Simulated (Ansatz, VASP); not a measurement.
## One calculation of Mo, two programs

```
Mo
1.0
     2.77654    0.00000    0.00000
    -1.38827    2.40456    0.00000
     0.00000    0.00000    2.59351
Mo
1
Direct
  0.00000 0.00000 0.50000
```

Change from the starting cell: strain +0.015 along x and y, +0.015 along z, atoms carried along.

Alike in both runs: task single point; functional PBEsol; k mesh 18 × 18 × 18; occupations gaussian, width 0.15 eV; no spin polarisation.

```csv
,VASP,Ansatz
version,VASP 6.6.1,Ansatz 0.2.0
potentials or method,"VASP PAW PBE potentials, release 64 (Mo_sv)","scalar-relativistic, plane waves, PAW"
plane-wave cutoff (eV),520,420
valence electrons in the cell,14,14
```

Ansatz gave:

| Item | Value |
| --- | --- |
| gap on the k mesh at the Fermi level (eV) | none |
| pressure (GPa) | -12.3 |
| largest component of the traceless stress (GPa) | 4.24 |

**Question.** Estimate VASP's values.

**Answer.** gap on the k mesh at the Fermi level (eV): none; pressure (GPa): -11.9; largest component of the traceless stress (GPa): 4.17.

A gap of «none» marks a metal or a gap that the smearing closes.

Caveats: the PAW data sets were made with another functional, which shifts forces and pressure a little (VASP).
